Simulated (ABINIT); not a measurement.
Runs of ABINIT 10.8.3 (patched build) on Al. The structure is cubic, space group Fm-3m (No. 225). The conventional cell has a = 4.050 Å, b = 4.050 Å, c = 4.050 Å, α = 90.00°, β = 90.00°, γ = 90.00°. Around Al (site symmetry m-3m) lie 12 Al at 2.86 Å. 

```csv
task,level,potentials or basis,cutoff (eV),fine-grid cutoff,gap on the mesh (eV),pressure (GPa),V0 of scaled cells (Å³/atom),B0 (GPa)
equation of state,RPBE,JTH PAW PBE v2.0,544,1088.46 eV,-,-,16.72,78
equation of state,LDA,JTH PAW LDA v2.0,408,816.342 eV,-,-,15.82,85
band structure,LDA-PZ,JTH PAW LDA v2.0,544,1088.46 eV,none,(a),-,-
band structure,PBE,SPMS NC PBE v1.0,435,-,none,-0.7,-,-
band structure,PW91,JTH PAW PBE v2.0,544,1088.46 eV,none,(b),-,-
```

Alike in all rows: no spin polarisation; cell as given; k mesh 11 × 11 × 11; smearing fermi-dirac 0.05 eV.

Question: Fill in the values left out.

Answer: (a) -3.7; (b) -0.1.

Caveats: pressures at fixed basis lie under the slope of the energies (some runs); the PAW data sets were made with another functional, which shifts forces and pressure a little (some runs).

A gap of «none» marks a metal or a gap under the smearing width.
